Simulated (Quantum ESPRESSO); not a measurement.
A calculation with Quantum ESPRESSO 7.5 of ZrC (ASE script, Cartesian positions):

File run.py:

```python
import numpy as np
from ase.calculators.espresso import Espresso, EspressoProfile
from ase.io import read

atoms = read('ZrC.xyz')

input_data = {
    'control': {'calculation': 'scf', 'prefix': 'pwscf', 'outdir': './tmp', 'tprnfor': True, 'tstress': True, 'disk_io': 'nowf'},
    'system': {'ecutwfc': 45.0, 'ecutrho': 360.0, 'nbnd': 14, 'occupations': 'smearing', 'smearing': 'fd', 'degauss': 0.00367493},
    'electrons': {'conv_thr': 4e-10, 'electron_maxstep': 120, 'mixing_beta': 0.5},
}
pseudopotentials = {'Zr': 'zr_pbesol_v1.uspp.F.UPF', 'C': 'c_pbesol_v1.2.uspp.F.UPF'}
profile = EspressoProfile(command='mpirun -n 2 pw.x -nk 2', pseudo_dir='pseudo')
dft = Espresso(profile=profile, input_data=input_data, pseudopotentials=pseudopotentials, kpts=(10, 10, 10), koffset=(0, 0, 0))
atoms.calc = dft

print(f'energy {atoms.get_potential_energy():.8f} eV')
print('forces (eV/A)')
print(np.round(atoms.get_forces(), 6))
print('stress (eV/A^3, Voigt)')
print(np.round(atoms.get_stress(), 8))
print(f'Fermi level {dft.get_fermi_level():.4f} eV')
```

The input ZrC.xyz:

```xyz
2
Lattice="0.0000000000 2.3650000000 2.3650000000 2.3650000000 0.0000000000 2.3650000000 2.3650000000 2.3650000000 0.0000000000" Properties=species:S:1:pos:R:3 pbc="T T T"
Zr     2.3650000000      2.3650000000      2.3650000000
C      0.0000000000      0.0000000000      0.0000000000
```

Potentials or basis: GBRV 1.5 PBEsol.

The run is started by

```console
$ OMP_NUM_THREADS=1 python run.py
```

Q: Write the same calculation in another form: native input, structure typed inline.

A: As run:

Contents of pw.in:

```
&CONTROL
  calculation = 'scf'
  prefix = 'pwscf'
  outdir = './tmp'
  pseudo_dir = './pseudo'
  tprnfor = .true.
  tstress = .true.
  disk_io = 'low'
/
&SYSTEM
  ibrav = 0
  nat = 2
  ntyp = 2
  ecutwfc = 45
  ecutrho = 360
  nbnd = 14
  occupations = 'smearing'
  smearing = 'fd'
  degauss = 0.00367493
/
&ELECTRONS
  conv_thr = 4d-10
  electron_maxstep = 120
  mixing_beta = 0.5
/
ATOMIC_SPECIES
Zr    91.2240 zr_pbesol_v1.uspp.F.UPF
C     12.0110 c_pbesol_v1.2.uspp.F.UPF
CELL_PARAMETERS angstrom
   0.0000000000    2.3650000000    2.3650000000
   2.3650000000    0.0000000000    2.3650000000
   2.3650000000    2.3650000000    0.0000000000
ATOMIC_POSITIONS crystal
Zr     0.5000000000    0.5000000000    0.5000000000
C      0.0000000000    0.0000000000    0.0000000000
K_POINTS automatic
10 10 10 0 0 0
```

Contents of pp_density.in:

```
&INPUTPP
  prefix = 'pwscf'
  outdir = './tmp'
  filplot = 'density.dat'
  plot_num = 0
/
&PLOT
  nfile = 1
  filepp(1) = 'density.dat'
  iflag = 3
  output_format = 6
  fileout = 'density.cube'
/
```

pp_potential.in

```
&INPUTPP
  prefix = 'pwscf'
  outdir = './tmp'
  filplot = 'potential.dat'
  plot_num = 11
/
&PLOT
  nfile = 1
  filepp(1) = 'potential.dat'
  iflag = 3
  output_format = 6
  fileout = 'potential.cube'
/
```

Potentials or basis: GBRV 1.5 PBEsol.

Launch:

```bash
$ OMP_NUM_THREADS=1 mpirun -n 2 pw.x -nk 2 -in pw.in > pw.out
$ OMP_NUM_THREADS=1 mpirun -n 1 pp.x -in pp_density.in > pp_density.out
$ OMP_NUM_THREADS=1 mpirun -n 1 pp.x -in pp_potential.in > pp_potential.out
```

Both were run:

|  | ASE script, Cartesian positions | native input, structure typed inline |
| --- | --- | --- |
| Pressure | -8.6 GPa | -8.6 GPa |
| Band gap on the k mesh | none (metal or under the smearing width) | none (metal or under the smearing width) |

Keys that steer only the numerical path or the files written may differ.
